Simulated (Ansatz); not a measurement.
MgTe, DFT, PBEsol, all-electron LAPW, scalar-relativistic (Ansatz 0.2.0), run on 1 thread of Arm Neoverse N1 on a shared host.

The cell comes from COD entry 1538744, which wasn't checked; take it as a given geometry. The listed cell was then made from it by scaling, straining or moving an atom.

Command: `ansatz run input.yaml --threads 1 --pin off --max-ram 4096MiB --backend cpu --events-out ev --progress --plain --runs-dir out`

```yaml
crystal:
  lattice:
    - [4.5400020208, 0.0, 0.0]
    - [-2.2700010104, 3.9317570832, 0.0]
    - [0.0, 0.0, 7.2471]
  atoms:
    - { symbol: Mg, position: [0.3333333333, 0.6666666667, 0.0] }
    - { symbol: Mg, position: [0.6666666667, 0.3333333333, 0.5] }
    - { symbol: Te, position: [0.3333333333, 0.6666666667, 0.37] }
    - { symbol: Te, position: [0.6666666667, 0.3333333333, 0.87] }
kpoints:
  mp_grid: { grid: [10, 10, 6] }
  band_path:
    path:
      - [0.0, 0.0, 0.0]
      - [0.5, 0.0, 0.0]
      - [0.3333333333, 0.3333333333, 0.0]
      - [0.0, 0.0, 0.0]
      - [0.0, 0.0, 0.5]
      - [0.5, 0.0, 0.5]
      - [0.3333333333, 0.3333333333, 0.5]
      - [0.0, 0.0, 0.5]
      - [0.5, 0.0, 0.5]
    npoints: 5
scf:
  occupations: { method: fermi_dirac, width: 0.05 }
hamiltonian:
  xc: pbesol
  pseudopotentials: { kind: all_electron, lapw: { basis_error: 0.001 } }
output:
  forces: true
  stress: true
  eigenvalues: true
```

Q: How large is the problem that the program sets up?

A: 56 irreducible k-points, 989 plane waves at Γ, 41 bands.

Q: About how long does it take, and how much memory does it use?

A: 2.9 min of wall time for 8 SCF iterations, with a peak of 0.52 GiB. Times on shared machines scatter by tens of per cent.
